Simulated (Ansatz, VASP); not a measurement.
## One calculation of HfO2, two programs

```xyz
3
Lattice="0.0000 2.5229 2.5229 2.5229 0.0000 2.5229 2.5229 2.5229 0.0000" Properties=species:S:1:pos:R:3 pbc="T T T"
Hf    0.0000    0.0000    0.0000
O     3.7844    3.7844    3.7844
O     1.2615    1.2615    1.2615
```

Measurements of this composition are mostly on another form, of space group No. 14.

Alike in both runs: task single point; functional RPBE; k mesh 9 × 9 × 9; occupations fermi-dirac, width 0.05 eV; no spin polarisation.

|  | VASP | Ansatz |
| --- | --- | --- |
| version | VASP 6.6.1 | Ansatz 0.2.0 |
| potentials or method | VASP PAW PBE potentials, release 64 (Hf_pv, O) | Ansatz PAW |
| plane-wave cutoff (eV) | 520 | 420 |
| valence electrons in the cell | 22 | 38 |

VASP gave:

| Quantity | Value |
| --- | --- |
| gap on the k mesh at the Fermi level (eV) | 4.04 |
| least direct gap on the mesh (eV) | 4.18 |
| pressure (GPa) | 9.3 |

Task: What did Ansatz give for the same quantities?

Result: gap on the k mesh at the Fermi level (eV): 4.04; least direct gap on the mesh (eV): 4.16; pressure (GPa): 13.3.

The functional is the same, so the differences come from potentials, cutoffs and numerics. The two sets of potentials don't hold the same shells in valence.

Caveats: spin-orbit coupling is left out, which moves the levels of the heavy elements; the PAW data sets were made with another functional, which shifts forces and pressure a little (VASP); an odd mesh through Γ misses points on the zone boundary, where band edges often lie (VASP); odd divisions of the mesh miss points on the zone boundary, where band edges often lie, so the gap on the mesh can be too wide (Ansatz); the pressure holds a Pulay correction of +0.8 GPa for the finite cutoff (Ansatz); the PAW data sets come from PBE, with cores solved anew for the run's functional, which leaves a small shift of forces and pressure (Ansatz). A hybrid or GW would open this gap; RPBE tends to underestimate it.
